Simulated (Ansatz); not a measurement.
# PbS (rocksalt structure)

Computed with Ansatz (plane waves, PAW, 420 eV cutoff): PBEsol, scalar-relativistic, no spin polarisation, Γ-centred 10×10×10 mesh, 0.05 eV Gaussian smearing. The datasets are Ansatz's generated set soft_2.

```
Pb S
1.0
     0.00000    2.95156    2.95156
     2.95156    0.00000    2.95156
     2.95156    2.95156    0.00000
Pb S
1 1
Direct
  0.50000 0.50000 0.50000
  0.00000 0.00000 0.00000
```

The start was a prototype's sites filled with these elements; the Crystallography Open Database holds the compound in this structure.

The cell is relaxed to zero pressure at this level.

Path: Γ–X–U | K–Γ–L–W–X, with Γ = (0.000, 0.000, 0.000), X = (0.500, 0.000, 0.500), U = (0.625, 0.250, 0.625), K = (0.375, 0.375, 0.750), L = (0.500, 0.500, 0.500), W = (0.500, 0.250, 0.750) in reciprocal vectors of the calculation's cell.

Problem. Is it a metal or an insulator, and if it has a gap, where are the band edges on this path?

Solution. An insulator with a gap of 0.19 eV on the path, the valence band topping at L and the conduction band bottoming at L; the smallest direct gap is 0.19 eV.

Bands as a text map, energy in eV from the Fermi level (dashes), each leg drawn with the same width:
```
  3.57 |      *******   *    *    *                 ****
  3.21 |             ***          *       **      *     
  2.86 |    *           *   *      *                    
  2.50 |  *              *          *    **      *      
  2.14 |                  ***      * *   *    ***       
  1.79 |   *             *            ***    *          
  1.43 |                            *      **           
  1.07 |                  **              *             
  0.71 |                             *   *              
  0.36 |                              *                 
  0.00 |-------------------------------**---------------
 -0.36 |                              * *               
 -0.71 |                  **         *   *              
 -1.07 |                    *       *     *******       
 -1.43 |  **             *         *             *      
 -1.79 |                   * *    *   **                
 -2.14 | *                * ***  *****  **        *     
 -2.50 |*** *           **   *****       **        *    
 -2.86 |   *         ****   *                           
 -3.21 |    *      *****   *              **        *   
 -3.57 |     ********                      *         ***
 -3.93 |     *            *                 *      **   
 -4.29 |                 *                  **   **     
 -4.64 |                                     ****       
 -5.00 |      *       ***                        **     
 -5.36 |       *******                             *****
 -5.71 |                                                
 -6.07 |*                     ***                       
        Γ      X      UK       Γ       L       W       X
```

Spin–orbit coupling, which matters for such heavy elements, is left out.
